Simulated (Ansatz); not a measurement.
What does this script print? It uses Ansatz's Python interface.

`bands.py`:
```python
# -*- coding: utf-8 -*-
'''Band structure of MgO.'''

import warnings

import ansatz as az
import numpy as np
from pymatgen.core import Lattice, Structure
from pymatgen.io.ase import AseAtomsAdaptor


def main():
    warnings.simplefilter('ignore', az.DeckWarning)

    pmg_structure = Structure(
        Lattice([(3.486378, 0.0, 0.0), (-1.743189, 3.019292, 0.0), (0.0, 0.0, 4.178041)]),
        ['Mg', 'Mg', 'O', 'O'],
        [
            (2 / 3, 1 / 3, 0.75),
            (1 / 3, 2 / 3, 0.25),
            (2 / 3, 1 / 3, 0.25),
            (1 / 3, 2 / 3, 0.75),
        ],
    )
    xtal = az.Crystal.from_ase(AseAtomsAdaptor.get_atoms(pmg_structure))

    # high-symmetry points in fractions of the reciprocal vectors
    path = [
        ('G', (0.0, 0.0, 0.0)),
        ('M', (0.5, 0.0, 0.0)),
        ('K', (0.33333, 0.33333, 0.0)),
        ('G', (0.0, 0.0, 0.0)),
        ('A', (0.0, 0.0, 0.5)),
        ('L', (0.5, 0.0, 0.5)),
        ('H', (0.33333, 0.33333, 0.5)),
        ('A', (0.0, 0.0, 0.5)),
    ]
    job = xtal.calculation()
    job = job.functional('r2scan')
    job = job.kpoints(6, 6, 4).occupations(az.OccupationsMethod.FIXED)
    job = job.scf(tolerance=1e-10).band_structure([point for _, point in path], intervals=8)
    job = job.scf(extra_bands=6)
    with warnings.catch_warnings(record=True) as caught:
        warnings.simplefilter('always')
        result = job.run()
    print('warnings raised:', sorted(w.category.__name__ for w in caught) or 'none')
    r = result.report

    n_atoms = len(r['lattice']['sites'])
    print('F =', round(r['free_energy_ev'], 4), 'eV for', n_atoms, 'atoms')
    print('E(sigma -> 0) =', round(r['energy_sigma0_ev'], 4), 'eV, TS =', round(r['entropy_ts_ev'], 5), 'eV')
    print('closed by', r['closed_by'], 'after', r['n_iterations'], 'iterations')

    bands = result.band_structure()
    fermi = bands.fermi_energy_ev
    print(f'zero of the bands: {fermi:.3f} eV, the Fermi level found on the SCF mesh')
    levels = bands.channels[0].eigenvalues_ev - fermi
    filled = round(r['n_electrons']) // 2
    valence, conduction = levels[:, filled - 1], levels[:, filled]
    print('k (fractions)              top valence  bottom conduction (eV)')
    for k, lo, hi in zip(bands.kpoints_frac, valence, conduction):
        print(f'{k[0]:7.3f} {k[1]:7.3f} {k[2]:7.3f} {lo:12.3f} {hi:13.3f}')
    print(f'on this path: least direct gap {np.min(conduction - valence):.3f} eV, least gap {conduction.min() - valence.max():.3f} eV')


if __name__ == '__main__':
    main()
```

```console
$ python bands.py
warnings raised: ['DeckWarning']
F = -4996.4218 eV for 4 atoms
E(sigma -> 0) = -4996.4218 eV, TS = 0.0 eV
closed by deck_thresholds after 9 iterations
zero of the bands: 5.792 eV, the Fermi level found on the SCF mesh
k (fractions)              top valence  bottom conduction (eV)
  0.000   0.000   0.000        0.000         4.098
  0.062  -0.000   0.000       -0.032         4.273
  0.125  -0.000   0.000       -0.127         4.738
  0.188  -0.000   0.000       -0.279         5.370
  0.250  -0.000   0.000       -0.481         6.057
  0.313  -0.000   0.000       -0.591         6.705
  0.375  -0.000   0.000       -0.558         7.228
  0.438  -0.000   0.000       -0.539         7.558
  0.500  -0.000   0.000       -0.533         7.668
  0.479   0.042   0.000       -0.548         7.679
  0.458   0.083   0.000       -0.591         7.712
  0.437   0.125   0.000       -0.655         7.760
  0.417   0.167   0.000       -0.728         7.815
  0.396   0.208   0.000       -0.798         7.869
  0.375   0.250   0.000       -0.854         7.915
  0.354   0.292   0.000       -0.888         7.945
  0.333   0.333   0.000       -0.899         7.956
  0.292   0.292   0.000       -0.867         7.899
  0.250   0.250   0.000       -0.804         7.671
  0.208   0.208   0.000       -0.746         7.194
  0.167   0.167   0.000       -0.624         6.497
  0.125   0.125   0.000       -0.367         5.695
  0.083   0.083   0.000       -0.168         4.922
  0.042   0.042   0.000       -0.043         4.329
  0.000   0.000   0.000        0.000         4.098
  0.000   0.000   0.062       -0.076         4.179
  0.000   0.000   0.125       -0.287         4.406
  0.000   0.000   0.188       -0.592         4.743
  0.000   0.000   0.250       -0.951         5.153
  0.000   0.000   0.312       -1.051         5.613
  0.000   0.000   0.375       -1.134         6.105
  0.000   0.000   0.438       -1.223         6.621
  0.000   0.000   0.500       -1.314         7.152
  0.062  -0.000   0.500       -1.262         7.196
  0.125  -0.000   0.500       -1.150         7.315
  0.188  -0.000   0.500       -1.036         7.482
  0.250  -0.000   0.500       -0.947         7.661
  0.313  -0.000   0.500       -0.886         7.822
  0.375  -0.000   0.500       -0.850         7.944
  0.438  -0.000   0.500       -0.832         8.019
  0.500  -0.000   0.500       -0.827         8.044
  0.479   0.042   0.500       -0.793         8.071
  0.458   0.083   0.500       -0.713         8.149
  0.437   0.125   0.500       -0.624         8.270
  0.417   0.167   0.500       -0.542         8.420
  0.396   0.208   0.500       -0.477         8.578
  0.375   0.250   0.500       -0.431         8.721
  0.354   0.292   0.500       -0.404         8.821
  0.333   0.333   0.500       -0.395         8.857
  0.292   0.292   0.500       -0.427         8.728
  0.250   0.250   0.500       -0.512         8.442
  0.208   0.208   0.500       -0.635         8.128
  0.167   0.167   0.500       -0.781         7.839
  0.125   0.125   0.500       -0.939         7.583
  0.083   0.083   0.500       -1.100         7.365
  0.042   0.042   0.500       -1.246         7.210
  0.000   0.000   0.500       -1.314         7.152
on this path: least direct gap 4.098 eV, least gap 4.098 eV
```

Absolute energies stand on the zero of these potentials, so only differences at equal settings mean something. A total without «per atom» is that of the cell as typed. Semilocal gaps usually lie well under measured ones. Under fixed occupations the level called the Fermi level is the highest filled one on the SCF mesh; off the mesh a filled band can lie a little above it. The structure comes from a database of computed cells and needn't be a stable or known phase. Gaps and levels are Kohn-Sham values on a finite set of k-points. Timing: 4.4 s on 1 thread of Intel(R) Xeon(R) Platinum 8488C (Sapphire Rapids), with other jobs on the host, peak memory 0.48 GiB.
